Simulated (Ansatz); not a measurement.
# GaP (I-4m2) in Ansatz: relaxation of the atoms with PBE

Aim: the relaxation of the atoms of GaP with PBE.

All numbers are computed with Ansatz 0.2.0; they aren't measurements. Logs are shortened: lines on timing, memory, paths and dates and some standing lists are left out, and cuts for length are marked.

## (1) The cell of the first run

The structure is tetragonal, space group I-4m2 (No. 119). The conventional cell has a = 3.854 Å, b = 3.854 Å, c = 5.232 Å, α = 90.00°, β = 90.00°, γ = 90.00°. Ga (site symmetry -4m2) is surrounded by 4 P at 2.33 Å. P (site symmetry -4m2) has 4 Ga at 2.33 Å as nearest neighbours.

## (2) Relaxation of the atoms, PBE (strained by -4 %)

File input.yaml:

```yaml
crystal:
  lattice:
    - [0.0, 2.72525, 2.72525]
    - [2.61624, 0.0, 2.72525]
    - [2.61624, 2.72525, 0.0]
  atoms:
    - { symbol: Ga, position: [0.0, 0.0, 0.0] }
    - { symbol: P, position: [0.75, 0.75, 0.75] }
hamiltonian:
  xc: pbe
  pseudopotentials: { kind: paw }
kpoints:
  mp_grid: { grid: [8, 8, 8] }
scf:
  occupations: { method: fermi_dirac, width: 0.05 }
output:
  forces: true
  stress: true
  eigenvalues: true
  write_density: true
  write_potential: true
  elf: true
  volumetric_format: npy
relax:
  f_tol: 0.01
  max_steps: 40
```

Potentials or basis: Ansatz PAW.

Launch:

```
ansatz run input.yaml --threads 2 --pin off --max-ram 5632MiB --backend cpu --events-out ev --progress --plain --runs-dir out
```

What it wrote:

```text
Warning: output.stress: scf.convergence.dr2_threshold = 1e-7 eV (the SCF's general default) is looser than the 2e-10 eV advised for a printed stress (1e-10 eV for each atom of the cell: 2). What an SCF threshold leaves in a stress goes as its square root, and in the free energy as the threshold itself, and one threshold admits the most on a small cell: of the crystals measured, under no hybrid functional and no lock of the moments, on runs that ended without the residual-converged pass, on stresses that held no estimate of that error, the worst erred by over 100 MPa in a component at 1e-7 eV an atom and by under 5 at 1e-10. Every solve of this run answers to scf.convergence.dr2_threshold, and the tensor of one is reported: a single SCF on the reported geometry and on this run's grids (its basis.xc_grid and basis.ecutrho_ratio typed), with scf.convergence.dr2_threshold at 2e-10 eV or tighter, prints it and tightens no other solve. Else set scf.convergence.dr2_threshold to 2e-10 eV or tighter. The threshold is an SCF's pass mark: one that does not reach it within its budget of iterations ends unconverged, or closes short of it on a stop that the run arms, and scf.convergence.dr2_threshold's page says what that costs each kind of run
Warning: RAYON_NUM_THREADS=2 ignored (pool sized by the plan → 2); use --threads N
Engine: ansatz 0.2.0, aarch64-unknown-linux-gnu
Pseudopotentials: kind: paw
Pseudopotential: Ga, paw, valence charge 13, recommended cutoff 420 eV (normal), Ga.paw.azcp
Pseudopotential: P, paw, valence charge 5, recommended cutoff 420 eV (normal), P.paw.azcp
Functional definition: PBE
  parameter kappa = 0.804
  parameter beta = 0.06672455060314922
  exchange = pbe_x(kappa = kappa, mu = beta*pi^2/3)
  correlation = pbe_c(beta = beta)
Crystal: 2 atoms, lattice volume = 38.862 Å³
Basis set: ecut = 420 eV, 741 PW (Γ), exchange–correlation on 54×54×54 points (8 copies of the dense FFT grid, shifted against one another)
Bands: 13, of which v1, the nominal top of the filled ones, is band 9 counted from 1 (8 counted from 0)
Symmetry: 8 space group operations
Space group: I-4m2 (ITA 119), of the structure as read, at distance tolerance 3.4e-5 Å
k-points: 59 of 512 (time reversal used)
Non-local potential: Ga, projectors of the file, l = 0: 2, l = 1: 2, l = 2: 3, l = 3: 1
Non-local potential: P, projectors of the file, l = 0: 2, l = 1: 2, l = 2: 2
PAW form: soft (Blöchl's): semilocal exchange-correlation on the pseudo side does not see the compensation charge
PAW one-centre angular grid: Ga, 590 points (default); XC on 64 Gauss nodes
PAW one-centre angular grid: P, 110 points (default); XC on 64 Gauss nodes
Initial density: superposition of atomic densities (neutral atoms: chi_scale 0, normalization atom), corrected by the library's trained network
Initial wavefunctions: pseudopotential atomic-orbital guess
Functional: x = pbe(κ = 0.804, μ = 0.2195149727645171), c = pbe(β = 0.06672455060314922)
SCF iter   1: F=—  HF=-4539.495252 eV  |F-HF|=—  |Δ(HF+E_count)|=         —  Δρ=1.52e-3  dr2=1.13e-3  ethr=1.77e-3  ⟨swp⟩=6.2  Hψ=5087  notcnv=0
preconditioner: auto → none  [insulator: Δε(μ)=1.165 eV  Ē_g=15.689 eV  σ=0.050 eV  W_gap=1.00  n_scr=12 (ndim 8)  ℏωp=25.3 eV  f_vac=0.008  D(μ)=0.00/eV (n_scr^D=0)  ε∞_Penn≈3.6]
SCF iter   2: F=—  HF=-4539.494303 eV  |F-HF|=—  |Δ(HF+E_count)|=   9.49e-4  Δρ=1.46e-3  dr2=5.02e-4  ethr=6.25e-6  ⟨swp⟩=2.4  Hψ=1896  notcnv=0
SCF iter   3: F=—  HF=-4539.494066 eV  |F-HF|=—  |Δ(HF+E_count)|=   2.37e-4  Δρ=5.63e-4  dr2=7.09e-5  ethr=2.79e-6  ⟨swp⟩=2.6  Hψ=1284  notcnv=0
SCF iter   4: F=—  HF=-4539.494104 eV  |F-HF|=—  |Δ(HF+E_count)|=   3.83e-5  Δρ=1.70e-4  dr2=6.56e-6  ethr=3.94e-7  ⟨swp⟩=2.0  Hψ=1305  notcnv=0
SCF iter   5: F=—  HF=-4539.494101 eV  |F-HF|=—  |Δ(HF+E_count)|=   2.71e-6  Δρ=3.30e-5  dr2=5.32e-7  ethr=3.65e-8  ⟨swp⟩=2.0  Hψ=1289  notcnv=0
SCF iter   6: F=—  HF=-4539.494102 eV  |F-HF|=—  |Δ(HF+E_count)|=   3.31e-7  Δρ=2.52e-5  dr2=1.23e-7  ethr=5.56e-10  ⟨swp⟩=11.1  Hψ=5781  notcnv=0
SCF iter   7: F=-4539.494102 eV  HF=-4539.494102 eV  |F-HF|=6.56e-9  |Δ(HF+E_count)|=   2.25e-8  Δρ=5.95e-6  dr2=6.22e-9  ethr=5.56e-10  ⟨swp⟩=8.4  Hψ=4621  notcnv=0
SCF 1 converged in 7 iterations: F = -4539.494102 eV  dr2 = 6.22e-9
relax step   1: F+E_penalty+E_count = -4539.49410151 eV  Δ(F+E_penalty+E_count) = +0.000e0 eV  max|allowed force component| = 8.327e-17 eV/Å  Δτ_max = 0.0000 Å  (7 SCF iters, accepted)
SCF converged after 7 iterations
Free energy (F): -4539.494102 eV
Harris-Foulkes:  -4539.494102 eV  (|F-HF|=6.56e-9)
Internal energy: -4539.494101 eV  (E = F + TS)
E sigma→0 (E₀):  -4539.494101 eV
Entropy (-TS):   -0.000000 eV (-0.000 meV/atom)
Fermi energy:    8.329018 eV
--- Per-component energies (eV) ---
  E_band       = -50.553520
  E_kinetic    = 187.621941
  E_local      = -2172.440589  (includes V_loc(G=0)·N_el)
  E_nonlocal   = 458.832159
  E_hartree    = 1006.855580
  E_xc         = -131.451596
  E_vxc        = -119.914568  (∫ρ·V_xc dr)
  E_paw        = -2558.051900  (= ΣΔE_a)
  E_vpaw       = -418.359008  (= ΣTr[D̂ρ^β])
  E_aug_tail   = -0.000116  (compensation charges beyond the density's cutoff)
  E_ewald      = -1330.859580
  E_smearing   = -0.000000  (= −TS)
  E_closure    = -0.000000  (closes the sum)
  Σ components = -4539.494102   (vs F -4539.494102, Δ=0.00e0)
--- Forces (eV/Å), atoms counted from 1 ---
  atom   1  Ga     0.00000000     0.00000000    -0.00000000
  atom   2  P      0.00000000     0.00000000     0.00000000
  max |Σ_I F_I| component: 5.55e-17 eV/Å
--- Stress (GPa, compression-positive) ---
        8.215838       0.000000       0.000000
        0.000000       5.463266       0.000000
        0.000000       0.000000       5.463266
  P = ⅓ Tr σ = 6.3808 GPa (63.808 kbar)
--- Band table (eV; the first three rows and the last of 59) ---
  k-point 0: bands = ["-6.9971", "-6.9971", "-6.9850", "-6.8838", "-6.8784", "-5.1899", "7.5397", "7.5397", "7.7610", "9.7707", "11.4403", "11.5248", "11.5248"]
  k-point 1: bands = ["-7.0111", "-6.9916", "-6.9830", "-6.8842", "-6.8780", "-4.9757", "5.9719", "7.2765", "7.4651", "10.2785", "11.8090", "11.8789", "12.2177"]
  k-point 2: bands = ["-7.0467", "-6.9801", "-6.9724", "-6.8838", "-6.8752", "-4.3696", "3.6457", "6.7844", "7.0415", "9.8915", "12.3108", "12.4346", "14.1850"]
  k-point 58: bands = ["-7.1072", "-6.9477", "-6.9261", "-6.8921", "-6.8767", "-1.9703", "0.8287", "3.8443", "3.9818", "12.5876", "12.9532", "14.0863", "14.2610"]
--- Relaxed structure (1 steps of the walk, 1 accepted, 0 SCFs on fresh bases) ---
  F+E_penalty+E_count = -4539.49410151 eV   max|allowed force component| = 8.327e-17 eV/Å
  atoms:
    - { symbol: Ga, position: [0.0, 0.0, 0.0] }
    - { symbol: P, position: [0.75, 0.75, 0.75] }
```

Run time: 2.1 s. Hardware: 2 threads of Arm Neoverse V2, shared host; peak memory 0.34 GiB.

Results:

```
Free energy             : -4539.4941 eV
Pressure after relaxing : 6.4 GPa
Band gap on the k mesh  : 1.18 eV, indirect (least direct gap 2.01 eV)
```

Stress tensor (GPa, compression positive):
```
8.22 0.00 0.00
0.00 5.46 0.00
0.00 0.00 5.46
```

Final structure:
```
Ga P
1.0
     0.00000    2.72525    2.72525
     2.61624    0.00000    2.72525
     2.61624    2.72525    0.00000
Ga P
1 1
Cartesian
  0.0000 0.0000 0.0000
  3.9244 4.0879 4.0879
```

Caveat: the relaxation stopped at its first step, so nothing moved; the thresholds are loose for stress.
